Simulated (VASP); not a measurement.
A run of VASP 6.6.1 is set up as follows.

INCAR

```
PREC = Accurate
ENCUT = 520
EDIFF = 1E-7
ISMEAR = 0
SIGMA = 0.02
LREAL = False
LASPH = True
NELM = 80
ALGO = Normal
ISIF = 3
LWAVE = False
LCHARG = False
IBRION = 2
NSW = 80
EDIFFG = -0.002
```

File KPOINTS:

```
regular mesh
0
Gamma
  10 10 8
```

File POSCAR:

```
As
1.0
    1.8250000000     -5.5000000000      0.0000000000
    1.8250000000      5.5000000000      0.0000000000
    0.0000000000      0.0000000000      4.4700000000
As
4
Direct
    0.1100000000      0.8900000000      0.0600000000
    0.6100000000      0.3900000000      0.4400000000
    0.8900000000      0.1100000000      0.9400000000
    0.3900000000      0.6100000000      0.5600000000
```

Potentials or basis: VASP PAW LDA potentials, release 64 (As).

The run is started by

```console
$ cat potpaw_LDA.64/As/POTCAR > POTCAR
$ mpirun -np 1 vasp_std > vasp.out
```

Q: Estimate the space group after relaxing (to 0.05 Å).

A: Cmce (No. 64).

Q: Estimate the band gap on the k mesh.

A: None (metal or under the smearing width).

The path:
```tsv
step	energy change (eV)	largest force (eV/Å)	pressure (GPa)	volume (Å³)
1	0.0000	0.1518	-1.49	89.74
2	-0.0095	0.2565	0.92	87.05
3	-0.0121	0.1481	0.12	87.89
4	-0.0191	0.1356	0.02	87.52
5	-0.0324	0.1472	-0.25	86.39
6	-0.0186	0.3007	-0.55	84.02
7	-0.0343	0.1786	-0.32	85.83
8	-0.0388	0.0552	-0.11	84.97
9	-0.0388	0.0497	-0.09	84.90
10	-0.0406	0.0251	-0.01	84.49
11	-0.0415	0.0271	0.08	84.08
12	-0.0415	0.0317	0.10	84.00
13	-0.0419	0.0341	-0.02	84.14
14	-0.0422	0.0396	-0.20	84.38
15	-0.0424	0.0234	-0.12	84.34
16	-0.0425	0.0062	0.01	84.27
17	-0.0425	0.0061	0.01	84.27
18	-0.0426	0.0031	0.00	84.28
19	-0.0426	0.0017	0.00	84.29
20	-0.0426	0.0011	0.00	84.29
21	-0.0426	0.0013	0.00	84.28
```

LDA usually gives volumes a few per cent too small. Zero-point motion and thermal expansion aren't in these numbers.
